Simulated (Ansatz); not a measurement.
# Phase order of Hf along its cold isotherm

All-electron LAPW in Ansatz 0.2.0 under PBE, scalar-relativistic, energies extrapolated to zero smearing. Each structure type was compressed from its own relaxed volume, symmetry kept and shape relaxed on PAW files, and E(V) was fitted to energies and pressures; H = E + pV has no temperature or zero-point term. Only these types were tried: fcc (Fm-3m, 16×16×16 mesh, 22.59 Å³/atom at rest); sc (Pm-3m, 15×15×15 mesh, 24.84 Å³/atom at rest); simple hexagonal (P6/mmm, 16×16×15 mesh, 23.36 Å³/atom at rest); beta tin (I4_1/amd, 14×14×14 mesh, 23.31 Å³/atom at rest); hcp (P6_3/mmc, 14×14×8 mesh, 22.52 Å³/atom at rest); omega (P6/mmm, 8×8×11 mesh, 22.33 Å³/atom at rest). Spin polarisation is left out. Spin–orbit coupling is left out; Fermi–Dirac smearing is 0.05 to 0.1 eV. Enthalpies carry a few meV/atom of noise from meshes and fits.

Enthalpies against hcp:

| p (GPa) | fcc (meV/atom) | sc (meV/atom) | simple hexagonal (meV/atom) | beta tin (meV/atom) | hcp (meV/atom) | omega (meV/atom) |
| --- | --- | --- | --- | --- | --- | --- |
| 0 | 73 | 1087 | 475 | 660 | 0 | 45 |
| 8.4 | 72 | 1180 | 508 | 690 | 0 | 35 |
| 22 | 61 | 1268 | 537 | 712 | 0 | 18 |
| 42 | 43 | 1346 | 560 | 720 | 0 | 3 |
| 84 | 10 | 1467 | 595 | 721 | 0 | 2 |
| 140 | -16 | 1615 | 656 | 740 | 0 | 27 |
| 210 | -31 | 1793 | 756 | 796 | 0 | 58 |
| 270 | -36 | 1945 | 856 | 864 | 0 | 71 |

Question: What sequence of phases does this give?

Answer: Among the types tried, hcp is lowest at zero pressure; omega takes over from hcp near 49 GPa, with a volume step of -0.3 %; hcp takes over from omega near 77 GPa, with a volume step of -0.2 %; fcc takes over from hcp near 100 GPa, with a volume step of -0.6 %.
